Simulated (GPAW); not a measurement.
Set up this calculation in GPAW 26.7.0, as an ASE script.

```
Task                : single point
Functional          : PBEsol
Potentials or basis : PAW data sets generated in the run's folder for this functional
Cutoff              : 600 eV
Basis               : pw
k mesh              : 9 × 6 × 6
Occupations         : fermi-dirac, width 0.05 eV
Spin                : no spin polarisation
Maxiter             : 150
```

Crystal: TiAl3.

```xyz
4
Lattice="2.8397 0.0000 0.0000 0.0000 4.6813 0.0000 0.0000 0.0000 4.9007" Properties=species:S:1:pos:R:3 pbc="T T T"
Ti   -0.0130    2.3431    0.7849
Al   -0.0111   -0.0189    4.0839
Al    1.3941   -0.0013    1.5883
Al    1.3944    2.3201    3.3092
```

The cell comes from a database or a generator and needn't be the stable form of this composition.

The cell isn't the ideal one: atoms moved at random, drawn with an rms of 0.05 Å.

The input as run:

run.py

```python
from ase import Atoms
from ase.dft.bandgap import bandgap
from ase.io import write
from ase.units import GPa
from gpaw import GPAW, PW, setup_paths

setup_paths.insert(0, '.')

atoms = Atoms(['Ti', 'Al', 'Al', 'Al'],
              cell=[[2.839677, 0.0, 0.0],
                    [0.0, 4.681264, 0.0],
                    [0.0, 0.0, 4.900742]],
              scaled_positions=[[-0.004587, 0.500526, 0.160165],
                                [-0.003898, -0.004037, 0.833318],
                                [0.490941, -0.000278, 0.324096],
                                [0.491032, 0.495619, 0.675241]],
              pbc=True)

calc = GPAW(mode=PW(600),
            xc='PBEsol',
            kpts={'size': (9, 6, 6), 'gamma': True},
            occupations={'name': 'fermi-dirac', 'width': 0.05},
            nbands=23,
            convergence={'density': 1e-05, 'energy': 1e-05},
            maxiter=150,
            txt='gpaw.txt')
atoms.calc = calc
energy = atoms.get_potential_energy()
forces = atoms.get_forces()
stress = atoms.get_stress()
calc.write('gs.gpw')
write('result.traj', atoms)
print(f'Energy: {energy:.6f} eV')
print('Forces (eV/A):')
print(forces.round(4))
print('Stress (GPa):', (stress / GPa).round(3))
print('Fermi level:', round(calc.get_fermi_level(), 4), 'eV')
print(f'Gap: {bandgap(calc)[0]:.4f} eV, direct: {bandgap(calc, direct=True)[0]:.4f} eV')
```

Potentials or basis: PAW data sets generated in the run's folder for this functional, pw.

Run with:

```console
$ gpaw-setup -f PBEsol Al Ti
$ OMP_NUM_THREADS=1 python run.py
```

It gave:

```yaml
Pressure: -2.1 GPa
Largest_force: 0.464 eV/Å
Band_gap_on_the_k_mesh: none (metal or under the smearing width)
```

Wall time 2.4 min on 1 thread of Arm Neoverse V2, with other jobs on the host, peak memory 0.36 GiB.
